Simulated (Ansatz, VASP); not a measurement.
MoS2 in VASP and in Ansatz

```
Mo S
1.0
     1.59600    0.92145    6.15549
    -1.59600    0.92145    6.15549
     0.00000   -1.84290    6.15549
Mo S
1 2
Direct
  0.00000 0.00000 0.00000
  0.25000 0.25000 0.25000
  0.75000 0.75000 0.75000
```

Change from the starting cell: volume scaled by 1.02.

Alike in both runs: task single point; functional PBE; k mesh 10 × 10 × 10; occupations fermi-dirac, width 0.05 eV; no spin polarisation.

```csv
,VASP,Ansatz
version,VASP 6.6.1,Ansatz 0.2.0
potentials or method,"VASP PAW PBE potentials, release 64 (Mo_sv, S)",Ansatz PAW
plane-wave cutoff (eV),520,420
valence electrons in the cell,26,26
```

```tsv
	VASP	Ansatz	Ansatz less VASP
gap on the k mesh at the Fermi level (eV)	none	none	-
pressure (GPa)	4.7	4.8	+0.12
largest component of the traceless stress (GPa)	2.60	2.60	-0.001
rms of the force components (eV/Å)	0.305	0.310	+0.0046
```

Atom by atom the forces differ by 0.005 eV/Å (rms over components). A gap of «none» marks a metal or a gap that the smearing closes.

Caveats: the cell's inner coordinates are idealised or old, which leaves forces on the atoms.
